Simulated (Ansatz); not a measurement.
SnO (P4/nmm), a film clamped to a substrate

Level of theory: Ansatz 0.2.0, DFT PBEsol, scalar-relativistic, plane waves, PAW. Cutoff 420 eV, Γ-centred 12×12×10 k-points, Gaussian smearing of 0.15 eV. No spin polarisation. Energies are free energies at this smearing, counted from the undisturbed cell; pressure is positive in compression.

Zero of the scan (relaxed at this level):

```xyz
4
Lattice="3.8054 0.0000 0.0000 0.0000 3.8054 0.0000 0.0000 0.0000 4.7532" Properties=species:S:1:pos:R:3 pbc="T T T"
Sn    0.0000    1.9027    1.1522
Sn    1.9027    0.0000    3.6010
O     0.0000    0.0000    0.0000
O     1.9027    1.9027    0.0000
```

The cell (4 atoms, V0 = 68.83 Å³) is strained by p along both x and y and by q along z, fractional coordinates fixed. τp = (1/V0) ∂E/∂p = (σxx + σyy)(1 + p)(1 + q) and τq = (1/V0) ∂E/∂q = σzz(1 + p)², with tension positive.

```csv
p,q,ΔE (meV/atom),τp (GPa),τq (GPa)
0.000,0.000,0.00,0.03,0.02
-0.015,0.000,6.17,-7.84,-2.04
0.015,0.000,5.80,7.06,1.85
0.000,-0.015,1.41,-1.98,-1.80
0.000,0.015,1.43,1.90,1.78
```

Task: Get the second derivatives of the energy density.

Result: Central differences give A = ∂τp/∂p = 496 GPa (C11 + C22 + 2 C12), C = ∂τq/∂q = 119 GPa (C33) and the cross term B = ∂τq/∂p = 129 GPa (C13 + C23); ∂τp/∂q = 129 GPa must equal B, and any difference shows higher-order terms. The ions are clamped.

Task: A film of this crystal grows with z along the normal on a substrate that imposes p. How does its thickness respond, and what does the misfit cost?

Result: Count p and q from the stress-free cell. A free surface needs τq = 0, so q = −(B/C) p = -1.09 p. The energy density left is (A − B²/C) p²/2 = M p², with the biaxial modulus M = 178 GPa; a misfit of 1 % costs 1.91 meV/atom, against 2.67 meV/atom if the thickness were held.

Forces appear on the atoms along this scan, and letting them relax would lower the energy and soften the response. The gap closes along the scan, which can put kinks into the curve.

Cost: 25 runs of about 2.9 core-minutes in all, on Intel Xeon 6975P-C (Granite Rapids) (shared hosts).

The film resists in-plane strain more than strain along its normal, even allowing for the fact that A combines two axes and their coupling. This fits the litharge structure: strong Sn–O bonds run through each slab, while neighbouring slabs meet across a gap lined with Sn(II) lone pairs and are only weakly held together.

Still, 119 GPa is far too stiff for the layer normal of SnO, which is known to be very compressible. Scaling all heights together forces the Sn–O bonds to share a strain that the interlayer gap would otherwise largely absorb, so the value mixes slab and gap stiffness and understates the real anisotropy.

The large coupling B means that a free thickness recovers a sizeable part of the misfit energy, lowering it from 2.67 to 1.91 meV/atom at 1 % misfit. With internal relaxation the biaxial modulus can only fall, but the thickness coefficient, being a ratio of two constants that both change, could move either way. The contraction of -1.09 p is therefore not a reliable prediction for a real film.
